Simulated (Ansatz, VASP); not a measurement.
# One calculation of H, two programs

```
H
1.0
     5.45136    0.00000    0.00000
     0.00000    5.45136    0.00000
     0.00000    0.00000    5.45136
H
12
Direct
  0.26046 0.06940 0.91180
  0.30641 0.94081 0.91452
  0.98879 0.91637 0.45940
  0.99871 0.89192 0.32483
  0.64449 0.16625 0.68520
  0.66569 0.15876 0.54871
  0.87933 0.36052 0.00613
  0.90266 0.49195 0.97743
  0.24573 0.39678 0.54464
  0.24755 0.46553 0.42681
  0.55611 0.73922 0.29122
  0.55139 0.69246 0.16204
```

Alike in both runs: functional PBE; k mesh 1 × 1 × 1; occupations fermi-dirac, width 0.02 eV; no spin polarisation.

Ansatz relaxed the structure, and its values are those at the end. VASP's run is a single point on that final structure, the one shown.

|  | VASP | Ansatz |
| --- | --- | --- |
| version | VASP 6.6.1 | Ansatz 0.2.0 |
| potentials or method | VASP PAW PBE potentials, release 64 (H) | scalar-relativistic, plane waves, PAW |
| plane-wave cutoff (eV) | 520 | 420 |
| valence electrons in the cell | 12 | 12 |

|  | VASP | Ansatz | Ansatz less VASP |
| --- | --- | --- | --- |
| rms of the force components (eV/Å) | 0.075 | 0.076 | +0.0011 |
